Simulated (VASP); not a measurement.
# CdSe (F-43m) in VASP: settings compared

One crystal, CdSe, is run at these levels: PBE, r2SCAN; tasks: single point.

Everything below comes from runs of VASP 6.6.1. Logs are shortened: lines on timing, memory, paths and dates and some standing lists are left out, and cuts for length are marked.

### Step 1. The structure

It takes space group F-43m (No. 216, cubic). The conventional cell has a = 6.136 Å, b = 6.136 Å, c = 6.136 Å, α = 90.00°, β = 90.00°, γ = 90.00°. Cd (site symmetry -43m) has 4 Se at 2.66 Å as nearest neighbours. Se (site symmetry -43m) has 4 Cd at 2.66 Å as nearest neighbours.

The cell was built by a generator and needn't be a form met in nature.

### Step 2. Single point, PBE

Contents of INCAR:

```
SYSTEM = CdSe
  PREC = Accurate
  ENCUT = 520
  EDIFF = 1E-6
  ISMEAR = -1
  SIGMA = 0.02
  LREAL = .FALSE.
  LASPH = .TRUE.
  NELM = 100
  ALGO = Normal
  ISIF = 2
  LWAVE = .FALSE.
  LCHARG = .FALSE.
  GGA = PE
  NBANDS = 16
```

Contents of KPOINTS:

```
Automatic mesh
0
G
  8 8 8
  0 0 0
```

Contents of POSCAR:

```
CdSe
1.0
    0.0000000000      3.0677809642      3.0677809642
    3.0677809642      0.0000000000      3.0677809642
    3.0677809642      3.0677809642      0.0000000000
Cd Se
1 1
Direct
    0.0000000000      0.0000000000      0.0000000000
    0.2500000000      0.2500000000      0.2500000000
```

Potentials or basis: VASP PAW PBE potentials, release 64 (Cd, Se).

On the command line:

```bash
> cat potpaw_PBE.64/Cd/POTCAR potpaw_PBE.64/Se/POTCAR > POTCAR
> mpirun -np 1 vasp_std > vasp.out
```

OUTCAR:

```text
SYSTEM = CdSe
   PREC = Accurate
   ENCUT = 520
   EDIFF = 1E-6
   ISMEAR = -1
   LREAL = .FALSE.
   LASPH = .TRUE.
   NELM = 100
   ISIF = 2
   GGA = PE

 ion  position               nearest neighbor table
   1  0.000  0.000  0.000-   2 2.66   2 2.66   2 2.66   2 2.66
   2  0.250  0.250  0.250-   1 2.66   1 2.66   1 2.66   1 2.66

  LATTYP: Found a face centered cubic cell.
 ALAT       =     6.1355619284

  Lattice vectors:

 A1 = (   0.0000000000,   3.0677809642,   3.0677809642)
 A2 = (   3.0677809642,   0.0000000000,   3.0677809642)
 A3 = (   3.0677809642,   3.0677809642,   0.0000000000)

Analysis of symmetry for initial positions (statically):
=====================================================================
 Subroutine PRICEL returns:
 Original cell was already a primitive cell.

 Routine SETGRP: Setting up the symmetry group for a
 face centered cubic supercell.

 Subroutine GETGRP returns: Found 24 space group operations
 (whereof 24 operations were pure point group operations)
 out of a pool of 48 trial point group operations.

The static configuration has the point symmetry T_d .

Analysis of symmetry for dynamics (positions and initial velocities):
=====================================================================
 Subroutine PRICEL returns:
 Original cell was already a primitive cell.

 Routine SETGRP: Setting up the symmetry group for a
 face centered cubic supercell.

 Subroutine GETGRP returns: Found 24 space group operations
 (whereof 24 operations were pure point group operations)
 out of a pool of 48 trial point group operations.

The dynamic configuration has the point symmetry T_d .

 Subroutine INISYM returns: Found 24 space group operations
 (whereof 24 operations are pure point group operations),
 and found     1 'primitive' translations

----------------------------------------------------------------------------------------

                                     Primitive cell

  volume of cell :      57.7435

  direct lattice vectors                    reciprocal lattice vectors
     0.000000000  3.067780964  3.067780964    -0.162984257  0.162984257  0.162984257
     3.067780964  0.000000000  3.067780964     0.162984257 -0.162984257  0.162984257
     3.067780964  3.067780964  0.000000000     0.162984257  0.162984257 -0.162984257

  length of vectors
     4.338497446  4.338497446  4.338497446     0.282297013  0.282297013  0.282297013

  position of ions in fractional coordinates (direct lattice)
     0.000000000  0.000000000  0.000000000
     0.250000000  0.250000000  0.250000000

  ion indices of the primitive-cell ions
   primitive index   ion index
                 1           1
                 2           2

----------------------------------------------------------------------------------------

 KPOINTS: Automatic mesh

Automatic generation of k-mesh.
 Grid dimensions read from file:
 generate k-points for:    8    8    8

 Generating k-lattice:

  Cartesian coordinates                     Fractional coordinates (reciprocal lattice)
    -0.020373032  0.020373032  0.020373032     0.125000000  0.000000000  0.000000000
     0.020373032 -0.020373032  0.020373032     0.000000000  0.125000000  0.000000000
     0.020373032  0.020373032 -0.020373032     0.000000000  0.000000000  0.125000000

  Length of vectors
     0.035287127  0.035287127  0.035287127

  Shift w.r.t. Gamma in fractional coordinates (k-lattice)
     0.000000000  0.000000000  0.000000000

 Subroutine IBZKPT returns following result:
 ===========================================

 Found     29 irreducible k-points:

 Following reciprocal coordinates:
            Coordinates               Weight
  0.000000  0.000000  0.000000      1.000000
  0.125000  0.000000  0.000000      8.000000
  0.250000  0.000000  0.000000      8.000000
  0.375000  0.000000  0.000000      8.000000
  0.500000  0.000000  0.000000      4.000000
  0.125000  0.125000  0.000000      6.000000
[... 16 lines left out ...]
  0.500000  0.250000  0.125000     48.000000
 -0.375000  0.250000  0.125000     24.000000
 [... further k-points ...]
   k-points           NKPTS =     29   k-points in BZ     NKDIM =     29   number of bands    NBANDS=     16
   number of dos      NEDOS =    301   number of ions     NIONS =      2
   total plane-waves  NPLWV =  32768
   dimension x,y,z NGX =    32 NGY =   32 NGZ =   32
   dimension x,y,z NGXF=    64 NGYF=   64 NGZF=   64
   ions per type =               1   1
   NGX,Y,Z   is equivalent  to a cutoff of  12.26, 12.26, 12.26 a.u.
   NGXF,Y,Z  is equivalent  to a cutoff of  24.52, 24.52, 24.52 a.u.
 SYSTEM =  CdSe
   PREC   = accura    normal or accurate (medium, high low for compatibility)
   ISTART =      0    job   : 0-new  1-cont  2-samecut
   ICHARG =      2    charge: 1-file 2-atom 10-const
   ISPIN  =      1    spin polarized calculation?
   LNONCOLLINEAR =      F non collinear calculations
   LSORBIT =      F    spin-orbit coupling
   LASPH  =      T    aspherical Exc in radial PAW
   ENCUT  =  520.0 eV  38.22 Ry    6.18 a.u.   8.07  8.07  8.07*2*pi/ulx,y,z
   NELM   =    100;   NELMIN=  2; NELMDL= -5     # of ELM steps
   EDIFF  = 0.1E-05   stopping-criterion for ELM
[... 8 lines left out ...]
   TEBEG  =    0.0;   TEEND  =   0.0 temperature during run
   PSTRESS=    0.0 pullay stress
   NELECT =      18.0000    total number of electrons
   NUPDOWN=      -1.0000    fix difference up-down
   EMIN   =  10.00;   EMAX   =-10.00  energy-range for DOS
   EFERMI =   0.00;   METHOD = LEGACY
   ISMEAR =    -1;   SIGMA  =   0.02  broadening in eV -4-tet -1-fermi 0-gaus
   EFERMI_NEDOS =   21; number of points for ismear=-14 and -15
   IALGO  =     38    algorithm
   IMIX   =      4    mixing-type and parameters
     AMIX     =   0.40;   BMIX     =  1.00
     AMIX_MAG =   1.60;   BMIX_MAG =  1.00
  volume/ion in A,a.u.               =      28.87       194.84
  Fermi-wavevector in a.u.,A,eV,Ry     =   1.110021  2.097636 16.764382  1.232147
  Thomas-Fermi vector in A             =   2.246568
   LORBIT       =      0    0 simple, 1 ext, 2 COOP (PROOUT), +10 PAW based schemes
   GGA     = PE    functional components
   LHFCALC =     F    Hartree Fock is set to
   AEXX    =    0.0000 exact exchange contribution
   IVDW    =     0    specifies the selected vdW correction
   LEPSILON=     F    determine dielectric tensor
   LRPA    =     F    only Hartree local field effects (RPA)
 non-spin polarized calculation
  energy-cutoff  :      520.00
  volume of cell :       57.74
 maximum number of plane-waves:      1588
   NGX = 17   NGY = 17   NGZ = 17

 number of electron      18.0000008 magnetization

 Free energy of the ion-electron system (eV)
  ---------------------------------------------------
  ext. energy  EPLUGINS =         0.00000000
  ---------------------------------------------------
  free energy    TOTEN  =        -5.48902959 eV

  energy without entropy =       -5.48902959  energy(sigma->0) =       -5.48902959

 E-fermi :   1.0259     XC(G=0):  -8.7675

 val. band max:        0.7375146296   @ k =   0.0000   0.0000   0.0000
 cond. band min:       1.2919949480   @ k =   0.0000   0.0000   0.0000
 fundamental gap:      0.5544803184
 Fermi energy:         1.0258693916

 k-point     1 :       0.0000    0.0000    0.0000
  band No.  band energies     occupation
      1     -11.7127      2.00000
      2      -7.1122      2.00000
      3      -7.1122      2.00000
      4      -7.1122      2.00000
      5      -6.7652      2.00000
      6      -6.7652      2.00000
[... 8 lines left out ...]
     15      11.7777      0.00000
     16      11.7777      0.00000

 k-point     2 :       0.1250    0.0000    0.0000
  band No.  band energies     occupation
      1     -11.6622      2.00000
      2      -7.0962      2.00000
      3      -7.0962      2.00000
      4      -7.0656      2.00000
      5      -6.7660      2.00000
      6      -6.7660      2.00000
[... 8 lines left out ...]
     15      11.0295      0.00000
     16      11.1410      0.00000

 k-point     3 :       0.2500    0.0000    0.0000
  band No.  band energies     occupation
      1     -11.5391      2.00000
      2      -7.0613      2.00000
      3      -7.0613      2.00000
      4      -6.9097      2.00000
      5      -6.7631      2.00000
      6      -6.7631      2.00000
[... 8 lines left out ...]
     15      10.7863      0.00000
     16      10.8296      0.00000

 k-point     4 :       0.3750    0.0000    0.0000
  band No.  band energies     occupation
      1     -11.4145      2.00000
      2      -7.0335      2.00000
      3      -7.0335      2.00000
      4      -6.7514      2.00000
      5      -6.7514      2.00000
      6      -6.6526      2.00000
[... 8 lines left out ...]
     15      11.6426      0.00000
     16      11.6426      0.00000

 k-point     5 :       0.5000    0.0000    0.0000
  band No.  band energies     occupation
      1     -11.3627      2.00000
      2      -7.0246      2.00000
      3      -7.0246      2.00000
      4      -6.7433      2.00000
      5      -6.7433      2.00000
      6      -6.4896      2.00000
[... 8 lines left out ...]
     15      12.7972      0.00000
     16      12.7972      0.00000

 k-point     6 :       0.1250    0.1250    0.0000
  band No.  band energies     occupation
      1     -11.6455      2.00000
      2      -7.0807      2.00000
      3      -7.0807      2.00000
      4      -7.0707      2.00000
      5      -6.7755      2.00000
      6      -6.7573      2.00000
[... 8 lines left out ...]
     15      11.6145      0.00000
     16      11.9121      0.00000
[... 267 lines left out ...]
 k-point    21 :       0.5000    0.5000    0.0000
  band No.  band energies     occupation
      1     -11.2526      2.00000
      2      -6.9300      2.00000
      3      -6.8701      2.00000
      4      -6.8701      2.00000
      5      -6.7109      2.00000
      6      -6.4280      2.00000
[... 8 lines left out ...]
     15      13.0964      0.00000
     16      14.0105      0.00000

 k-point    22 :       0.3750    0.2500    0.1250
  band No.  band energies     occupation
      1     -11.4480      2.00000
      2      -7.0224      2.00000
      3      -7.0044      2.00000
      4      -6.8622      2.00000
      5      -6.7560      2.00000
      6      -6.7204      2.00000
[... 8 lines left out ...]
     15      12.2002      0.00000
     16      13.3504      0.00000

 k-point    23 :       0.5000    0.2500    0.1250
  band No.  band energies     occupation
      1     -11.3491      2.00000
      2      -6.9957      2.00000
      3      -6.9795      2.00000
      4      -6.8059      2.00000
      5      -6.7446      2.00000
      6      -6.5390      2.00000
[... 8 lines left out ...]
     15      12.5273      0.00000
     16      13.2808      0.00000

 k-point    24 :      -0.3750    0.2500    0.1250
  band No.  band energies     occupation
      1     -11.3083      2.00000
      2      -6.9907      2.00000
      3      -6.9682      2.00000
      4      -6.7826      2.00000
      5      -6.7498      2.00000
      6      -6.4087      2.00000
[... 8 lines left out ...]
     15      12.3431      0.00000
     16      13.2822      0.00000

 [... further k-points ...]
[... 5 lines left out ...]
  --------------------------------------------------------------------------------------
  -------------------------------------------------------------------------------------
  Total        0.6120412      0.6120412      0.6120412     -0.0000000     -0.0000000      0.0000000
  in kB       16.9819743     16.9819743     16.9819743     -0.0000000     -0.0000000      0.0000000
  external PRESSURE =      16.9819743 kB  Pullay stress =       0.0000000 kB

 VOLUME and BASIS-vectors are now :
 -----------------------------------------------------------------------------
  energy-cutoff  :      520.00
  volume of cell :       57.74
      direct lattice vectors                 reciprocal lattice vectors
     0.000000000  3.067780964  3.067780964    -0.162984257  0.162984257  0.162984257
     3.067780964  0.000000000  3.067780964     0.162984257 -0.162984257  0.162984257
     3.067780964  3.067780964  0.000000000     0.162984257  0.162984257 -0.162984257

 POSITION                                       TOTAL-FORCE (eV/Angst)
 -----------------------------------------------------------------------------------
      0.00000      0.00000      0.00000        -0.000000     -0.000000     -0.000000
      1.53389      1.53389      1.53389         0.000000      0.000000      0.000000
 -----------------------------------------------------------------------------------
    total drift:                               -0.000000     -0.000000     -0.000000

  FREE ENERGIE OF THE ION-ELECTRON SYSTEM (eV)
  ---------------------------------------------------
  free  energy   TOTEN  =        -5.4890295933 eV

  energy  without entropy=       -5.4890295894  energy(sigma->0) =       -5.48902959
```

Run time: 21 s. Hardware: 1 thread of Intel Xeon Platinum 8259CL at 2.50GHz (Skylake/Cascade Lake), shared host; peak memory 0.18 GiB.

What came out:

- Free energy: -5.4890 eV
- Pressure: 1.7 GPa
- Band gap on the k mesh: 0.55 eV, direct

Levels at points of the mesh, in eV from the valence-band top:
```csv
k point,band 5,band 6,band 7,band 8,band 9,band 10,band 11,band 12,band 13,band 14
"(0.00, 0.00, 0.00)",-7.50,-7.50,0.00,0.00,0.00,0.55,5.93,5.93,5.93,9.68
"(0.50, 0.00, 0.00)",-7.48,-7.23,-4.24,-0.71,-0.71,2.36,6.44,6.44,7.35,9.97
"(0.50, 0.50, 0.00)",-7.45,-7.17,-3.96,-1.77,-1.77,3.19,3.73,8.99,10.06,10.06
```

[end of part 1 of 2]
